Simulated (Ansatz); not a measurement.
## SrCl2: levels along high-symmetry lines

```
Sr Cl
1.0
     0.00000    3.48550    3.48550
     3.48550    0.00000    3.48550
     3.48550    3.48550    0.00000
Sr Cl
1 2
Cartesian
  0.0000 0.0000 0.0000
  1.7428 1.7428 1.7428
  5.2283 5.2283 5.2283
```

Atom numbers follow the list: Sr1, Cl2, Cl3.

The cell comes from COD entry 1541509, which wasn't checked; take it as a given geometry.

The calculation used Ansatz 0.2.0, DFT, LDA, all-electron LAPW, scalar-relativistic.

The runs use a Γ-centred 8×8×8 k mesh, Fermi–Dirac smearing of 0.01 eV, basis error target 1 meV/atom, no spin polarisation.

Points in fractions of the reciprocal vectors of this cell: Γ (0, 0, 0), X (0.5, 0, 0.5), U (0.625, 0.25, 0.625), K (0.375, 0.375, 0.75), L (0.5, 0.5, 0.5), W (0.5, 0.25, 0.75). The path runs Γ–X–U–K–Γ–L–W–X. Energies are in eV from the top of the valence band; (×n) counts levels within 4 meV of each other, which need not be degenerate by symmetry.

Task: Metal or insulator at this level of theory?

Result: An insulator or semiconductor: gap 4.89 eV, indirect from X (0.5, 0, 0.5) to Γ.

Task: Tabulate bands 24 to 31, counted from the lowest band of the run, along the path.

Result: 
```json
{"k (1/Å)": "0.00", "point": "Γ", "band 24": "-2.19", "band 25": "-2.19", "band 26": "-0.35", "band 27": "-0.35", "band 28": "-0.35", "band 29": "4.89", "band 30": "5.83", "band 31": "5.83"}
{"k (1/Å)": "0.13", "point": "", "band 24": "-2.18", "band 25": "-2.11", "band 26": "-0.53", "band 27": "-0.34", "band 28": "-0.34", "band 29": "5.05", "band 30": "5.88", "band 31": "5.90"}
{"k (1/Å)": "0.26", "point": "", "band 24": "-2.16", "band 25": "-1.85", "band 26": "-0.98", "band 27": "-0.33", "band 28": "-0.33", "band 29": "5.43", "band 30": "6.02", "band 31": "6.03"}
{"k (1/Å)": "0.39", "point": "", "band 24": "-2.11", "band 25": "-1.53", "band 26": "-1.47", "band 27": "-0.33", "band 28": "-0.33", "band 29": "5.76", "band 30": "6.17", "band 31": "6.26"}
{"k (1/Å)": "0.52", "point": "", "band 24": "-2.06", "band 25": "-2.06", "band 26": "-1.00", "band 27": "-0.35", "band 28": "-0.35", "band 29": "5.64", "band 30": "6.57", "band 31": "6.65"}
{"k (1/Å)": "0.64", "point": "", "band 24": "-2.00", "band 25": "-2.00", "band 26": "-0.52", "band 27": "-0.37", "band 28": "-0.37", "band 29": "5.40", "band 30": "6.92", "band 31": "7.29"}
{"k (1/Å)": "0.77", "point": "", "band 24": "-1.95", "band 25": "-1.95", "band 26": "-0.40", "band 27": "-0.40", "band 28": "-0.15", "band 29": "5.22", "band 30": "7.01", "band 31": "7.25"}
{"k (1/Å)": "0.90", "point": "X", "band 24": "-1.93", "band 25": "-1.93", "band 26": "-0.41", "band 27": "-0.41", "band 28": "0.00", "band 29": "5.16", "band 30": "6.83", "band 31": "7.40"}
{"k (1/Å)": "0.95", "point": "", "band 24": "-1.93", "band 25": "-1.93", "band 26": "-0.42", "band 27": "-0.42", "band 28": "0.00", "band 29": "5.17", "band 30": "6.83", "band 31": "7.39"}
{"k (1/Å)": "0.99", "point": "", "band 24": "-1.94", "band 25": "-1.92", "band 26": "-0.44", "band 27": "-0.43", "band 28": "-0.01", "band 29": "5.21", "band 30": "6.84", "band 31": "7.37"}
{"k (1/Å)": "1.04", "point": "", "band 24": "-1.95", "band 25": "-1.90", "band 26": "-0.48", "band 27": "-0.44", "band 28": "-0.02", "band 29": "5.26", "band 30": "6.84", "band 31": "7.33"}
{"k (1/Å)": "1.08", "point": "", "band 24": "-1.96", "band 25": "-1.88", "band 26": "-0.53", "band 27": "-0.46", "band 28": "-0.04", "band 29": "5.34", "band 30": "6.85", "band 31": "7.28"}
{"k (1/Å)": "1.13", "point": "", "band 24": "-1.97", "band 25": "-1.85", "band 26": "-0.59", "band 27": "-0.48", "band 28": "-0.06", "band 29": "5.43", "band 30": "6.86", "band 31": "7.23"}
{"k (1/Å)": "1.17", "point": "", "band 24": "-1.97", "band 25": "-1.81", "band 26": "-0.66", "band 27": "-0.51", "band 28": "-0.08", "band 29": "5.53", "band 30": "6.88", "band 31": "7.16"}
{"k (1/Å)": "1.22", "point": "U", "band 24": "-1.98", "band 25": "-1.77", "band 26": "-0.74", "band 27": "-0.55", "band 28": "-0.11", "band 29": "5.63", "band 30": "6.91", "band 31": "7.10"}
{"k (1/Å)": "1.30", "point": "", "band 24": "-2.04", "band 25": "-1.68", "band 26": "-0.84", "band 27": "-0.52", "band 28": "-0.14", "band 29": "5.70", "band 30": "6.94", "band 31": "7.02"}
{"k (1/Å)": "1.38", "point": "", "band 24": "-2.15", "band 25": "-1.53", "band 26": "-1.00", "band 27": "-0.45", "band 28": "-0.18", "band 29": "5.81", "band 30": "6.87", "band 31": "6.99"}
{"k (1/Å)": "1.46", "point": "", "band 24": "-2.24", "band 25": "-1.37", "band 26": "-1.17", "band 27": "-0.39", "band 28": "-0.23", "band 29": "5.90", "band 30": "6.75", "band 31": "7.06"}
{"k (1/Å)": "1.54", "point": "", "band 24": "-2.24", "band 25": "-1.37", "band 26": "-1.17", "band 27": "-0.39", "band 28": "-0.23", "band 29": "5.90", "band 30": "6.75", "band 31": "7.06"}
{"k (1/Å)": "1.61", "point": "", "band 24": "-2.15", "band 25": "-1.53", "band 26": "-1.00", "band 27": "-0.45", "band 28": "-0.18", "band 29": "5.81", "band 30": "6.87", "band 31": "6.99"}
{"k (1/Å)": "1.69", "point": "", "band 24": "-2.04", "band 25": "-1.68", "band 26": "-0.84", "band 27": "-0.52", "band 28": "-0.14", "band 29": "5.70", "band 30": "6.94", "band 31": "7.02"}
{"k (1/Å)": "1.77", "point": "K", "band 24": "-1.98", "band 25": "-1.77", "band 26": "-0.74", "band 27": "-0.55", "band 28": "-0.11", "band 29": "5.63", "band 30": "6.91", "band 31": "7.10"}
{"k (1/Å)": "1.91", "point": "", "band 24": "-1.96", "band 25": "-1.61", "band 26": "-1.02", "band 27": "-0.72", "band 28": "-0.21", "band 29": "5.84", "band 30": "6.89", "band 31": "7.02"}
{"k (1/Å)": "2.05", "point": "", "band 24": "-1.83", "band 25": "-1.39", "band 26": "-1.32", "band 27": "-0.99", "band 28": "-0.27", "band 29": "5.93", "band 30": "6.69", "band 31": "6.97"}
{"k (1/Å)": "2.18", "point": "", "band 24": "-1.60", "band 25": "-1.56", "band 26": "-1.32", "band 27": "-1.14", "band 28": "-0.30", "band 29": "6.02", "band 30": "6.49", "band 31": "6.60"}
{"k (1/Å)": "2.32", "point": "", "band 24": "-1.85", "band 25": "-1.65", "band 26": "-1.19", "band 27": "-0.86", "band 28": "-0.31", "band 29": "6.07", "band 30": "6.13", "band 31": "6.29"}
{"k (1/Å)": "2.45", "point": "", "band 24": "-2.04", "band 25": "-1.93", "band 26": "-0.80", "band 27": "-0.61", "band 28": "-0.33", "band 29": "5.54", "band 30": "6.03", "band 31": "6.08"}
{"k (1/Å)": "2.59", "point": "", "band 24": "-2.15", "band 25": "-2.12", "band 26": "-0.48", "band 27": "-0.42", "band 28": "-0.34", "band 29": "5.08", "band 30": "5.89", "band 31": "5.90"}
{"k (1/Å)": "2.73", "point": "Γ", "band 24": "-2.19", "band 25": "-2.19", "band 26": "-0.35", "band 27": "-0.35", "band 28": "-0.35", "band 29": "4.89", "band 30": "5.83", "band 31": "5.83"}
{"k (1/Å)": "2.84", "point": "", "band 24": "-2.17", "band 25": "-2.15", "band 26": "-0.42", "band 27": "-0.38", "band 28": "-0.38", "band 29": "5.02", "band 30": "5.88", "band 31": "5.88"}
{"k (1/Å)": "2.95", "point": "", "band 24": "-2.11", "band 25": "-2.05", "band 26": "-0.60", "band 27": "-0.46", "band 28": "-0.46", "band 29": "5.36", "band 30": "5.99", "band 31": "5.99"}
{"k (1/Å)": "3.06", "point": "", "band 24": "-2.02", "band 25": "-1.90", "band 26": "-0.85", "band 27": "-0.59", "band 28": "-0.59", "band 29": "5.82", "band 30": "6.15", "band 31": "6.15"}
{"k (1/Å)": "3.17", "point": "", "band 24": "-1.91", "band 25": "-1.74", "band 26": "-1.09", "band 27": "-0.74", "band 28": "-0.74", "band 29": "6.25", "band 30": "6.30", "band 31": "6.30"}
{"k (1/Å)": "3.29", "point": "", "band 24": "-1.79", "band 25": "-1.61", "band 26": "-1.28", "band 27": "-0.89", "band 28": "-0.89", "band 29": "6.40", "band 30": "6.40", "band 31": "6.57"}
{"k (1/Å)": "3.40", "point": "", "band 24": "-1.67", "band 25": "-1.56", "band 26": "-1.37", "band 27": "-1.02", "band 28": "-1.02", "band 29": "6.45", "band 30": "6.45", "band 31": "6.92"}
{"k (1/Å)": "3.51", "point": "L", "band 24": "-1.62", "band 25": "-1.57", "band 26": "-1.37", "band 27": "-1.08", "band 28": "-1.08", "band 29": "6.47", "band 30": "6.47", "band 31": "7.33"}
{"k (1/Å)": "3.60", "point": "", "band 24": "-1.69", "band 25": "-1.60", "band 26": "-1.25", "band 27": "-1.06", "band 28": "-0.98", "band 29": "6.38", "band 30": "6.49", "band 31": "7.32"}
{"k (1/Å)": "3.69", "point": "", "band 24": "-1.89", "band 25": "-1.55", "band 26": "-1.17", "band 27": "-0.92", "band 28": "-0.80", "band 29": "6.22", "band 30": "6.56", "band 31": "7.28"}
{"k (1/Å)": "3.78", "point": "", "band 24": "-2.06", "band 25": "-1.48", "band 26": "-1.18", "band 27": "-0.69", "band 28": "-0.63", "band 29": "6.07", "band 30": "6.64", "band 31": "7.22"}
{"k (1/Å)": "3.87", "point": "", "band 24": "-2.17", "band 25": "-1.40", "band 26": "-1.20", "band 27": "-0.49", "band 28": "-0.46", "band 29": "5.97", "band 30": "6.70", "band 31": "7.16"}
{"k (1/Å)": "3.96", "point": "", "band 24": "-2.25", "band 25": "-1.33", "band 26": "-1.23", "band 27": "-0.40", "band 28": "-0.27", "band 29": "5.92", "band 30": "6.72", "band 31": "7.10"}
{"k (1/Å)": "4.05", "point": "", "band 24": "-2.29", "band 25": "-1.27", "band 26": "-1.24", "band 27": "-0.34", "band 28": "-0.15", "band 29": "5.91", "band 30": "6.73", "band 31": "7.03"}
{"k (1/Å)": "4.15", "point": "W", "band 24": "-2.31", "band 25": "-1.25", "band 26": "-1.25", "band 27": "-0.32", "band 28": "-0.11", "band 29": "5.91", "band 30": "6.74", "band 31": "7.01"}
{"k (1/Å)": "4.21", "point": "", "band 24": "-2.27", "band 25": "-1.41", "band 26": "-1.08", "band 27": "-0.33", "band 28": "-0.10", "band 29": "5.85", "band 30": "6.81", "band 31": "6.95"}
{"k (1/Å)": "4.27", "point": "", "band 24": "-2.20", "band 25": "-1.56", "band 26": "-0.91", "band 27": "-0.35", "band 28": "-0.08", "band 29": "5.69", "band 30": "6.90", "band 31": "6.95"}
{"k (1/Å)": "4.34", "point": "", "band 24": "-2.11", "band 25": "-1.69", "band 26": "-0.75", "band 27": "-0.37", "band 28": "-0.06", "band 29": "5.53", "band 30": "6.87", "band 31": "7.11"}
{"k (1/Å)": "4.40", "point": "", "band 24": "-2.04", "band 25": "-1.79", "band 26": "-0.62", "band 27": "-0.39", "band 28": "-0.03", "band 29": "5.37", "band 30": "6.85", "band 31": "7.24"}
{"k (1/Å)": "4.47", "point": "", "band 24": "-1.98", "band 25": "-1.87", "band 26": "-0.51", "band 27": "-0.40", "band 28": "-0.02", "band 29": "5.26", "band 30": "6.84", "band 31": "7.33"}
{"k (1/Å)": "4.53", "point": "", "band 24": "-1.94", "band 25": "-1.91", "band 26": "-0.44", "band 27": "-0.41", "band 28": "0.00", "band 29": "5.18", "band 30": "6.83", "band 31": "7.38"}
{"k (1/Å)": "4.60", "point": "X", "band 24": "-1.93", "band 25": "-1.93", "band 26": "-0.41", "band 27": "-0.41", "band 28": "0.00", "band 29": "5.16", "band 30": "6.83", "band 31": "7.40"}
```

Kohn–Sham gaps of semilocal functionals usually fall short of measured ones.
